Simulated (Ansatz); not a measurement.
The cell comes from COD entry 2310957, which wasn't checked; take it as a given geometry. The listed cell was then made from it by scaling, straining or moving an atom.

TaN: DFT, PBE, all-electron PAW with datasets made for the crystal, scalar-relativistic (Ansatz 0.2.0). What sets it apart from a plain run of this crystal: equal xx and yy strain of -2 %.

Command: `ansatz run input.yaml --threads 1 --pin off --max-ram 3072MiB --backend cpu --events-out ev --progress --plain --runs-dir out` The run took 11 s on 1 thread of Arm Neoverse V2, on a shared host, peak memory 0.59 GiB.

```yaml
crystal:
  lattice:
    - [0.0, 2.13542, 2.179]
    - [2.13542, 0.0, 2.179]
    - [2.13542, 2.13542, 0.0]
  atoms:
    - { symbol: Ta, position: [0.5, 0.5, 0.5] }
    - { symbol: "N", position: [0.0, 0.0, 0.0] }
kpoints:
  mp_grid: { grid: [9, 9, 9] }
scf:
  occupations: { method: fermi_dirac, width: 0.02 }
hamiltonian:
  xc: pbe
  pseudopotentials: { kind: all_electron, datasets: crystal }
output:
  forces: true
  stress: true
  eigenvalues: true
  efg: { contact_densities: true }
```

Output (standing set-up lines are left out):

```
hamiltonian.pseudopotentials.datasets: crystal makes datasets for this crystal and solves the spheres of its atoms anew in each pass: cutoff 500.0 eV, the density's 2000.0 eV; for an error of 0.50 meV an atom under PBE, 1.0 meV for the cell; an energy difference from a run of another recipe may be off by several times the error for the cell, under r2SCAN by more, where some 0.1 meV an atom stays at smaller errors; N in spheres of 0.878 Å, 5 of its electrons in bands; Ta in spheres of 1.254 Å, 27 of its electrons in bands
Pseudopotential: Ta, paw, valence charge 27, recommended cutoff 500 eV (normal), Koelling and Harmon's equation, gaussian nucleus
Pseudopotential: N, paw, valence charge 5, recommended cutoff 500 eV (normal), Koelling and Harmon's equation, gaussian nucleus
Crystal: 2 atoms, lattice volume = 19.873 Å³
Basis set: ecut = 500 eV, 531 PW (Γ), exchange–correlation on 48×48×48 points (8 copies of the dense FFT grid, shifted against one another)
Symmetry: 16 space group operations
Space group: I4/mmm (ITA 139), of the structure as read, at distance tolerance 2.7e-5 Å
k-points: 75 of 729
PAW one-centre angular grid: Ta, 590 points (default); XC on its mesh's 1793 points in the sphere
PAW one-centre angular grid: N, 110 points (default); XC on its mesh's 1913 points in the sphere
iter 1 solved again at ethr=3.43e-2 eV; its pass at ethr=1.00e-1 eV (dr2=1.10e1 eV) is discarded
SCF iter   1: F=—  HF=-426063.626885 eV  |F-HF|=—  |Δ(HF+E_count)|=         —  Δρ=2.13e-1  dr2=1.06e1  ethr=3.43e-2  ⟨swp⟩=2.0  Hψ=8357  notcnv=0
preconditioner: auto → Kerker (q_TF=auto, 2.954 Å⁻¹)  [metal: Δε(μ)=0.043 eV  Ē_g=24.678 eV  σ=0.020 eV  W_gap=0.44  n_scr=14 (ndim 8)  ℏωp=45.6 eV  f_vac=0.000  D(μ)=1.00/eV (n_scr^D=14)]
SCF iter   2: F=—  HF=-426061.172196 eV  |F-HF|=—  |Δ(HF+E_count)|=    2.45e0  Δρ=7.58e-2  dr2=1.51e0  ethr=3.33e-2  ⟨swp⟩=2.7  Hψ=3403  notcnv=0
preconditioner: auto → none  [insulator: Δε(μ)=0.148 eV  Ē_g=25.120 eV  σ=0.020 eV  W_gap=0.92  n_scr=14 (ndim 8)  ℏωp=45.6 eV  f_vac=0.000  D(μ)=0.28/eV (n_scr^D=0)  ε∞_Penn≈4.3]
SCF iter   3: F=—  HF=-426060.731214 eV  |F-HF|=—  |Δ(HF+E_count)|=   4.41e-1  Δρ=4.11e-2  dr2=2.08e-1  ethr=4.71e-3  ⟨swp⟩=3.1  Hψ=4017  notcnv=0  defer=1
SCF iter   4: F=—  HF=-426060.726428 eV  |F-HF|=—  |Δ(HF+E_count)|=   4.79e-3  Δρ=1.80e-2  dr2=4.22e-2  ethr=6.49e-4  ⟨swp⟩=2.0  Hψ=3303  notcnv=0
iter 5 solved again at ethr=8.75e-7 eV; its pass at ethr=1.32e-4 eV (dr2=2.80e-4 eV) is discarded
SCF iter   5: F=—  HF=-426060.725059 eV  |F-HF|=—  |Δ(HF+E_count)|=   1.37e-3  Δρ=1.59e-3  dr2=2.73e-4  ethr=8.75e-7  ⟨swp⟩=2.6  Hψ=8478  notcnv=0
SCF iter   6: F=—  HF=-426060.725199 eV  |F-HF|=—  |Δ(HF+E_count)|=   1.40e-4  Δρ=1.54e-3  dr2=5.53e-4  ethr=8.53e-7  ⟨swp⟩=3.0  Hψ=3840  notcnv=0
SCF iter   7: F=—  HF=-426060.725048 eV  |F-HF|=—  |Δ(HF+E_count)|=   1.51e-4  Δρ=2.05e-4  dr2=9.33e-6  ethr=8.53e-7  ⟨swp⟩=3.0  Hψ=3303  notcnv=0
SCF iter   8: F=—  HF=-426060.724996 eV  |F-HF|=—  |Δ(HF+E_count)|=   5.22e-5  Δρ=4.09e-5  dr2=1.50e-7  ethr=2.91e-8  ⟨swp⟩=2.9  Hψ=3958  notcnv=0
SCF iter   9: F=-426060.724995 eV  HF=-426060.724995 eV  |F-HF|=2.46e-8  |Δ(HF+E_count)|=   3.25e-7  Δρ=1.24e-5  dr2=2.80e-8  ethr=4.69e-10  ⟨swp⟩=3.0  Hψ=4062  notcnv=0
SCF 1 converged in 9 iterations: F = -426060.724995 eV  dr2 = 2.80e-8
  Residual-converged pass: ⟨swp⟩=2.0  Hψ=2611  notcnv=0  max |occ|·‖R‖ = 5.2e-6 eV (tolerance 5.3e-6 eV)  dr2=2.80e-8  dr2_onsite=3.79e-8  max |Δocc| = 4.2e-10
  greatest PAW one-centre occupation: 1.000 electrons in one spin orbital (limit 2), on the Ta atom at site 0 (counted from 0), in its partial waves of l = 3
SCF converged after 9 iterations
Free energy (F): -426060.724995 eV
Harris-Foulkes:  -426060.724995 eV  (|F-HF|=2.46e-8)
Internal energy: -426060.723349 eV  (E = F + TS)
E sigma→0 (E₀):  -426060.724172 eV
Entropy (-TS):   -0.001647 eV (-0.823 meV/atom)
Past the cutoff: the bands carry plane waves up to 1.75 times it, of which those up to 1.5 times it add -0.000477 eV an atom, each by itself; the spheres take 0.000164 eV an atom off the energy for waves past 1.75 times it
By the cutoff:   a pressure is off by up to 0.007 GPa (1.2 times the spheres' own share and the shells' term, over an atom's volume, and 0.004 GPa: a bound that held against runs at twice the plane waves)
Past the cutoffs: a stress includes 0.0026 GPa for waves and charges beyond them, in addition to the slope of what the spheres take
In the spheres:  the bands' charges fall short by 1.1e-7 e at most (sound up to 1e-3)
Fermi energy:    28.865108 eV
--- Per-component energies (eV) ---
  The terms above E_closure are by the made datasets' own strengths, without shells solved beside the bands.
--- Forces (eV/Å), atoms counted from 1 ---
  atom   1  Ta     0.00000000     0.00000000     0.00000000
  atom   2  N     -0.00000000     0.00000000     0.00000000
  max |Σ_I F_I| component: 4.73e-29 eV/Å
--- Stress (GPa, compression-positive) ---
       38.107677       0.000000       0.000000
        0.000000      38.107677       0.000000
        0.000000       0.000000      19.972842
  P = ⅓ Tr σ = 32.0627 GPa (320.627 kbar)
--- PAW observables at the nuclei: V_zz in 10²¹ V/m², potentials from the cell's mean, atoms counted from 1 ---
  atom   1  Ta V_zz =    +9.692464   η = 0.0000   by run symmetry: allowed
            electrostatic potential = -14503.548671 V   contact ρ = 8150553.519383 e/Å³
  atom   2  N  V_zz =    +0.654251   η = 0.0000   by run symmetry: allowed
            electrostatic potential = -532.266612 V   contact ρ = 1413.847758 e/Å³
--- Band table (eV; the first three rows and the last of 75) ---
  k-point 0: bands = ["-40.4128", "-6.6386", "-6.6304", "-6.6304", "7.8581", "7.8648", "7.8648", "7.9051", "7.9524", "7.9536", "7.9536", "9.5694", "24.8965", "25.0049", "25.0049", "26.5088", "26.7740", "26.7740", "28.8389", "29.2208"]
  k-point 1: bands = ["-40.4037", "-6.7735", "-6.6499", "-6.6404", "7.8525", "7.8665", "7.8705", "7.9093", "7.9471", "7.9474", "7.9535", "9.9127", "23.6083", "23.9734", "24.0497", "27.0580", "27.2185", "27.2713", "30.0209", "30.4371"]
  k-point 2: bands = ["-40.3806", "-7.1138", "-6.6853", "-6.6656", "7.8343", "7.8806", "7.8845", "7.9206", "7.9324", "7.9341", "7.9542", "10.8172", "21.4821", "22.5648", "22.6214", "27.9384", "28.1943", "28.2474", "32.3133", "32.8252"]
  k-point 74: bands = ["-40.3131", "-7.5247", "-7.0382", "-6.9511", "7.8926", "7.9017", "7.9042", "7.9043", "7.9109", "7.9160", "7.9540", "10.9812", "21.9909", "22.4403", "23.7424", "24.8543", "32.1680", "32.6504", "32.7058", "34.3317"]
```
